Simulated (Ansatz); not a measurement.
Tl (Fm-3m), stationary points along a deformation path

These are results of DFT PBEsol, scalar-relativistic, plane waves, PAW in Ansatz, not measurements. The runs took a 420 eV cutoff, a Γ-centred 18×18×18 mesh and Gaussian smearing (0.15 eV). Spin–orbit coupling is left out, which can shift energies with elements as heavy as these. No spin polarisation. Energies are free energies at this smearing, counted from the undisturbed cell; pressure is positive in compression.

The starting cell (as given, not relaxed at this level; it stands at -1.8 GPa; this fcc form isn't the usual structure):

```
CELL_PARAMETERS angstrom
0.00000 2.46634 2.46634
2.46634 0.00000 2.46634
2.46634 2.46634 0.00000
ATOMIC_POSITIONS crystal
Tl 0.00000 0.00000 0.00000
```

At fixed volume and fractional coordinates, lengths along (0.577, 0.577, 0.577) are scaled against those across it; ρ is that ratio over its starting value. V = 30.005 Å³/atom. Δσ is the stress along the axis less the mean stress across it (compression positive).

```csv
ρ,ΔE (meV/atom),Δσ (GPa),space group
0.500,126.0,0.00,Pm-3m
0.710,54.8,2.25,R-3m
1.000,0.0,0.00,Fm-3m
1.410,186.9,-10.70,R-3m
2.000,1149.8,-36.41,R-3m
```

Problem. How does the stress give the slope of the energy, and where is the energy stationary?

Solution. Along the path d ln(length) is 2/3 d ln ρ on the axis and −1/3 d ln ρ across it, so dE/d ln ρ = −(2/3) V Δσ: the energy falls with ρ where Δσ is positive. Δσ vanishes or changes sign at ρ = 0.500 (Pm-3m, an end of the scan), at 126.0 meV/atom; at ρ = 1.000 (Fm-3m), a minimum at 0.0 meV/atom. Pairs of stationary points between two samples would go unseen, and could change a minimum read from distant neighbours into a maximum. At ρ = 0.500, 1.000 the cell is cubic, where symmetry alone makes the stress isotropic and the slope zero.

In a metal these slopes depend on the k mesh and the smearing.